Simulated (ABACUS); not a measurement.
# Bi2Se3 (Paraguanajuatite) (R-3m) in ABACUS: single point with r2SCAN

Aim: the single point of Bi2Se3 (Paraguanajuatite) with r2SCAN.

Program: ABACUS 3.10.1. These are calculated values, not measurements. Logs are shortened: lines on timing, memory, paths and dates and some standing lists are left out, and cuts for length are marked.

## 1. Starting point

Symmetry: R-3m, No. 166, trigonal system. Conventional cell: a = 4.143 Å, b = 4.143 Å, c = 28.636 Å, α = 90.00°, β = 90.00°, γ = 120.00°. Bi (site symmetry 3m) is surrounded by 6 Se at 2.85 to 3.07 Å. Se (site symmetry 3m) is surrounded by 3 Bi at 2.85 Å. Around Se (site symmetry -3m) lie 6 Bi at 3.07 Å.

## 2. Single point, r2SCAN

The input, INPUT:

```
INPUT_PARAMETERS
suffix              Bi2Se3
calculation         scf
basis_type          pw
pseudo_dir          ./
symmetry            1
dft_functional      MGGA_X_R2SCAN+MGGA_C_R2SCAN
ecutwfc             101
pseudo_rcut         7
nspin               1
nbands              35
ks_solver           dav
smearing_method     fd
smearing_sigma      0.00367493
scf_thr             1e-08
scf_nmax            100
mixing_type         broyden
mixing_beta         0.7
cal_force           1
cal_stress          1
mixing_tau          1
out_chg             1
out_pot             2
out_elf             1
```

The input, STRU:

```
ATOMIC_SPECIES
Bi 208.9804 Bi_ONCV_PBE-1.2.upf
Se 78.9710 Se_ONCV_PBE-1.2.upf

LATTICE_CONSTANT
1.8897261246

LATTICE_VECTORS
2.0715000000 1.1959810826 9.5453333333
-2.0715000000 1.1959810826 9.5453333333
0.0000000000 -2.3919621653 9.5453333333

ATOMIC_POSITIONS
Direct

Bi
0.0
2
0.5992000000 0.5992000000 0.5992000000 1 1 1
0.4008000000 0.4008000000 0.4008000000 1 1 1

Se
0.0
3
0.7883000000 0.7883000000 0.7883000000 1 1 1
0.2117000000 0.2117000000 0.2117000000 1 1 1
0.0000000000 0.0000000000 0.0000000000 1 1 1
```

The input, KPT:

```
K_POINTS
0
Gamma
5 5 5 0 0 0
```

Potentials or basis: SG15 ONCV 1.2 PBE, plane waves.

The run is started by

```
$ OMP_NUM_THREADS=1 mpirun -np 4 abacus > log
```

running log:

```text
ABACUS v3.10.1

               Atomic-orbital Based Ab-initio Computation at UStc

 ------------------------------------------------------------------------------------

 READING GENERAL INFORMATION
                           global_out_dir = OUT.Bi2Se3/
                           global_in_card = INPUT
                               pseudo_dir = ./
                              orbital_dir =
                                    DSIZE = 4
                                    GSIZE = 1

 READING UNITCELL INFORMATION
                                    ntype = 2
                  lattice constant (Bohr) = 1.88973
              lattice constant (Angstrom) = 1

 READING ATOM TYPE 1
                               atom label = Bi
                      L=0, number of zeta = 1
                      L=1, number of zeta = 1
                      L=2, number of zeta = 1
             number of atom for this type = 2

 READING ATOM TYPE 2
                               atom label = Se
                      L=0, number of zeta = 1
                      L=1, number of zeta = 1
                      L=2, number of zeta = 1
             number of atom for this type = 3

                        TOTAL ATOM NUMBER = 5
DIRECT COORDINATES
    atom                   x                   y                   z     mag                  vx                  vy                  vz
taud_Bi1            0.5992000000        0.5992000000        0.5992000000  0.0000        0.0000000000        0.0000000000        0.0000000000
taud_Bi2            0.4008000000        0.4008000000        0.4008000000  0.0000        0.0000000000        0.0000000000        0.0000000000
taud_Se1            0.7883000000        0.7883000000        0.7883000000  0.0000        0.0000000000        0.0000000000        0.0000000000
taud_Se2            0.2117000000        0.2117000000        0.2117000000  0.0000        0.0000000000        0.0000000000        0.0000000000
taud_Se3            0.0000000000        0.0000000000        0.0000000000  0.0000        0.0000000000        0.0000000000        0.0000000000

                          Volume (Bohr^3) = 957.521
                             Volume (A^3) = 141.89

 Lattice vectors: (Cartesian coordinate: in unit of a_0)
              +2.0715            +1.19598            +9.54533
              -2.0715            +1.19598            +9.54533
                   +0            -2.39196            +9.54533
 Reciprocal vectors: (Cartesian coordinate: in unit of 2 pi/a_0)
            +0.241371           +0.139356          +0.0349211
            -0.241371           +0.139356          +0.0349211
                   +0           -0.278711          +0.0349211
 The esolver type has been set to : ksdft_pw

                PAO radial cut off (Bohr) = 7

 Read in pseudopotential file is Bi_ONCV_PBE-1.2.upf
                     pseudopotential type = NC
          exchange-correlation functional = PBE
                 nonlocal core correction = 0
                        valence electrons = 15
                                     lmax = 3
                           number of zeta = 0
                     number of projectors = 8
                           L of projector = 0
                           L of projector = 0
                           L of projector = 1
                           L of projector = 1
                           L of projector = 2
                           L of projector = 2
                           L of projector = 3
                           L of projector = 3
 XC functional updated to : MGGA_X_R2SCAN+MGGA_C_R2SCAN
          exchange-correlation functional = MGGA_X_R2SCAN+MGGA_C_R2SCAN
                PAO radial cut off (Bohr) = 7

 Read in pseudopotential file is Se_ONCV_PBE-1.2.upf
                     pseudopotential type = NC
          exchange-correlation functional = PBE
                 nonlocal core correction = 0
                        valence electrons = 6
                                     lmax = 2
                           number of zeta = 0
[... 5 lines left out ...]
                           L of projector = 2
                           L of projector = 2
 XC functional updated to : MGGA_X_R2SCAN+MGGA_C_R2SCAN
          exchange-correlation functional = MGGA_X_R2SCAN+MGGA_C_R2SCAN
     initial pseudo atomic orbital number = 0

 SETUP THE ELECTRONS NUMBER
            electron number of element Bi = 15
      total electron number of element Bi = 30
            electron number of element Se = 6
      total electron number of element Se = 18
            AUTOSET number of electrons:  = 48
                           occupied bands = 24
                                   NBANDS = 35
                                   NLOCAL = 45

%%%%%%%%%%%%%%%%%%%%%%%%%%%%%%%%%%%%%%%%%%%%%%%%%%%%%%%%%%%%%%%%%%%%%%%%%%%%%%%%%%%%%%%%%%%%%%%%%%%%%%%%%%
 Warning: the number of valence electrons in pseudopotential > 5 for Bi: [Xe] 4f14 5d10 6s2 6p3
 Pseudopotentials with additional electrons can yield (more) accurate outcomes, but may be less efficient.
 If you're confident that your chosen pseudopotential is appropriate, you can safely ignore this warning.
%%%%%%%%%%%%%%%%%%%%%%%%%%%%%%%%%%%%%%%%%%%%%%%%%%%%%%%%%%%%%%%%%%%%%%%%%%%%%%%%%%%%%%%%%%%%%%%%%%%%%%%%%%

 SETUP THE PLANE WAVE BASIS
 energy cutoff for charge/potential (unit:Ry) = 404
            fft grid for charge/potential = [ 120, 120, 120 ]
                        fft grid division = [ 1, 1, 1 ]
        big fft grid for charge/potential = [ 120, 120, 120 ]
[... 80 lines left out ...]
                                    ibrav = 7
                       right hand lattice = 1
(for k-lattice: )
                             BRAVAIS TYPE = 7
                     BRAVAIS LATTICE NAME = 07. Rhombohedral (Trigonal) cell
                                    ibrav = 7
                       right hand lattice = 1
                        ROTATION MATRICES = 12
                               nkstot_ibz = 19
K-POINTS REDUCTION ACCORDING TO SYMMETRY
     IBZ    DIRECT_X    DIRECT_Y    DIRECT_Z  WEIGHT  ibz2bz
       1  0.00000000  0.00000000  0.00000000  0.0080       0
       2  0.20000000  0.00000000  0.00000000  0.0480       1
       3  0.40000000  0.00000000  0.00000000  0.0480       2
       4  0.20000000  0.20000000  0.00000000  0.0480       6
       5  0.40000000  0.20000000  0.00000000  0.0960       7
       6 -0.20000000  0.40000000  0.00000000  0.0960       8
[... 11 lines left out ...]
      18  0.40000000  0.40000000  0.40000000  0.0160      62
      19 -0.40000000  0.40000000  0.40000000  0.0480      63

                               nkstot now = 19
[... K-POINTS DIRECT COORDINATES: 19 rows ...]

           k-point number in this process = 19
       minimum distributed K point number = 19
[... stars of the k points ...]

[... K-POINTS CARTESIAN COORDINATES: 19 rows ...]

[... K-POINTS DIRECT COORDINATES: 19 rows ...]

 SETUP PLANE WAVES FOR WAVE FUNCTIONS
     energy cutoff for wavefunc (unit:Ry) = 101
              fft grid for wave functions = [ 120, 120, 120 ]
                    number of plane waves = 20371
                         number of sticks = 1319

 PARALLEL PW FOR WAVE FUNCTIONS
     PROC   COLUMNS(POT)             PW
        1            330           5093
        2            330           5093
        3            330           5093
        4            329           5092
 --------------- sum -------------------
        4           1319          20371

 SETUP NONLOCAL PSEUDOPOTENTIALS IN PLANE WAVE BASIS
 Bi non-local projectors:
 projector 1 L=0
 projector 2 L=0
 projector 3 L=1
 projector 4 L=1
 projector 5 L=2
 projector 6 L=2
 projector 7 L=3
 projector 8 L=3
 Se non-local projectors:
 projector 1 L=0
 projector 2 L=0
 projector 3 L=1
 projector 4 L=1
 projector 5 L=2
 projector 6 L=2
      TOTAL NUMBER OF NONLOCAL PROJECTORS = 118

 Init Non-Local PseudoPotential table :
 Init Non-Local-Pseudopotential done.

                                     npwx = 4144

 -------------------------------------------
 SELF-CONSISTENT
 -------------------------------------------

                                 init_chg = atomic

 PW ALGORITHM --------------- ION=   1  ELEC=   1--------------------------------

 Notice: Threshold on eigenvalues was too large.
 hsover_error=0.48 > DRHO=0.293882
 Origin diag ethr = 0.01
 New diag ethr = 0.000612253

 Density error is 0.293674043862
                          Error Threshold = 0.000612253254241
----------------------------------------------------------
     Energy           Rydberg                 eV
----------------------------------------------------------
 E_KohnSham     -327.1756244013      -4451.4527385656
 E_Harris       -330.3831355968      -4495.0931672233
 E_Fermi        0.5765526241         7.8444008841
----------------------------------------------------------
[... 75 lines left out ...]
 Density error is 4.46283202515e-09
                          Error Threshold = 3.2454227987e-10
----------------------------------------------------------
     Energy           Rydberg                 eV
----------------------------------------------------------
 E_KohnSham     -327.3478733858      -4453.7963062301
 E_KS(sigma->0) -327.3478687244      -4453.7962428080
 E_Harris       -327.3479007883      -4453.7966790594
 E_band         -18.2999318662       -248.9833463925
 E_one_elec     -121.8507854182      -1657.8649874624
 E_Hartree      80.8971229777        1100.6618243035
 E_xc           -42.5295490368       -578.6442002713
 E_Ewald        -243.8646525857      -3317.9488159558
 E_entropy(-TS) -0.0000093229        -0.0001268441
 E_descf        0.0000000000         0.0000000000
 E_exx          0.0000000000         0.0000000000
 E_Fermi        0.5966776562         8.1182159935
----------------------------------------------------------

 charge density convergence is achieved
 final etot is -4453.7963062 eV
 EFERMI = 8.1182159935 eV
The vacuum level is 4.085625527 eV

 STATE ENERGY(eV) AND OCCUPATIONS    NSPIN == 1
 1/19 kpoint (Cartesian) = 0.0000 0.0000 0.0000 (4128 pws)
       1       -14.9582      0.0160000
       2       -14.9582      0.0160000
       3       -14.9555      0.0160000
       4       -14.9555      0.0160000
       5       -14.9346      0.0160000
       6       -14.9317      0.0160000
[... 212 lines left out ...]
      34        16.7901    9.11966e-77
      35        17.3924    5.35931e-82

[... levels at 13 further k points ...]

------------------------------------------------------------------------------------------
 TOTAL-FORCE (eV/Angstrom)
------------------------------------------------------------------------------------------
                       Bi1         0.0000000000         0.0000000000         0.1030886714
                       Bi2         0.0000000000         0.0000000000        -0.1030886714
                       Se1         0.0000000000         0.0000000000        -0.0621454965
                       Se2         0.0000000000         0.0000000000         0.0621454965
                       Se3         0.0000000000         0.0000000000         0.0000000000
------------------------------------------------------------------------------------------

----------------------------------------------------------------
 TOTAL-STRESS (KBAR)
----------------------------------------------------------------
         8.1702955798         0.0000000000        -0.0000000000
         0.0000000000         8.1702955797         0.0000000000
        -0.0000000000         0.0000000000        10.7276681414
----------------------------------------------------------------
 TOTAL-PRESSURE: 9.022753 KBAR

 --------------------------------------------
 !FINAL_ETOT_IS -4453.7963062300705133 eV
 --------------------------------------------
```

Run time: 6.8 min. Hardware: 4 MPI ranks of AMD EPYC 9R45 (Zen 5), shared host; peak memory 1.1 GiB.

What came out:

```
Free energy            : -4453.7963 eV
Pressure               : 0.9 GPa
Largest force          : 0.103 eV/Å
Band gap on the k mesh : 0.43 eV, direct
```

Forces in eV/Å, atoms in the order of the input:
```
Bi   0.000  0.000  0.103
Bi   0.000  0.000 -0.103
Se   0.000  0.000 -0.062
Se   0.000  0.000  0.062
Se   0.000  0.000  0.000
```

Caveat: the potentials were made for another functional, which shifts forces and pressure; spin-orbit coupling is left out, which as a rule narrows the gap of such compounds by several tenths of an eV; an odd mesh through Γ misses points on the zone boundary, where band edges often lie.
